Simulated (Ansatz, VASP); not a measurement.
One calculation of CoO, two programs

```xyz
2
Lattice="0.0000 2.1242 2.1242 2.1242 0.0000 2.1242 2.1242 2.1242 0.0000" Properties=species:S:1:pos:R:3 pbc="T T T"
Co    0.0000    0.0000    0.0000
O     2.1242    2.1242    2.1242
```

Alike in both runs: functional PBE; k mesh 16 × 16 × 16; occupations gaussian, width 0.1 eV; collinear spin.

Ansatz relaxed the structure, and its values are those at the end. VASP's run is a single point on that final structure, the one shown.

```csv
,VASP,Ansatz
version,VASP 6.6.1,Ansatz 0.2.0
potentials or method,"VASP PAW PBE potentials, release 64 (Co, O)","scalar-relativistic, plane waves, PAW"
plane-wave cutoff (eV),520,420
valence electrons in the cell,15,23
```

Ansatz gave:

| Quantity | Value |
| --- | --- |
| gap on the k mesh at the Fermi level (eV) | none |
| pressure (GPa) | 0.0 |
| net moment per atom (μB) | 1.47 |
| size of the moment on the site where the two differ most (μB) | 2.49 |

Task: Estimate VASP's values.

Result: gap on the k mesh at the Fermi level (eV): none; pressure (GPa): -0.5; net moment per atom (μB): 1.45; size of the moment on the site where the two differ most (μB): 2.55.

Site moments also hang on the region over which each program counts them. A gap of «none» marks a metal or a gap that the smearing closes. With one functional, cell and mesh, what is left measures potentials, basis and numerics. The two sets of potentials don't hold the same shells in valence.

Caveats: a cell with one magnetic atom can't hold antiferromagnetic order, which such compounds often take; semilocal functionals often make such compounds metallic where correlation or magnetic order opens a gap, which also shifts bond lengths.
